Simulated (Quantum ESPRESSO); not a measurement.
Moving the choice of potentials or basis in HfN

```
CELL_PARAMETERS angstrom
2.82503 0.00000 0.00000
0.00000 2.82503 0.00000
0.00000 0.00000 2.82503
ATOMIC_POSITIONS crystal
Hf 0.50000 0.50000 0.50000
N 0.00000 0.00000 0.00000
```

The cell comes from a database or a generator and needn't be the stable form of this composition.

Kept alike: task band structure; functional PBE; k mesh 9 × 9 × 9; occupations fermi-dirac, width 0.05 eV; no spin polarisation. Program: Quantum ESPRESSO. Cutoffs run from 612 to 1796 eV. The mesh is that of the run's cell of 2 atoms. No spin-orbit coupling.

| choice of potentials or basis | pressure (GPa) |
| --- | --- |
| Ansatz NC SR PBE | 0.31 |
| GBRV 1.5 PBE | -1.23 |
| JTH 2.0 PBE | -2.27 |
| PseudoDojo 0.4 SR PBE stringent | -0.10 |
| PseudoDojo 0.4.1 SR PBE standard | -0.40 |
| PseudoDojo 0.5 SR PBE standard | -0.40 |
| PseudoDojo 0.5 SR PBE stringent | -0.10 |
| SG15 PBE 1.2 | 0.48 |
| SPMS 1.0 PBE | -0.42 |
| SSSP 1.3 efficiency PBE | -0.49 |

Pressure is positive in compression; the values hold the error of the finite cutoff, so their zero can differ a little from the energy's minimum. For a metal such a mesh leaves the last digits unconverged.

**Question.** What does the choice of potentials or basis change here?

**Answer.** The pressure runs from -2.27 (JTH 2.0 PBE) to 0.48 GPa (SG15 PBE 1.2).
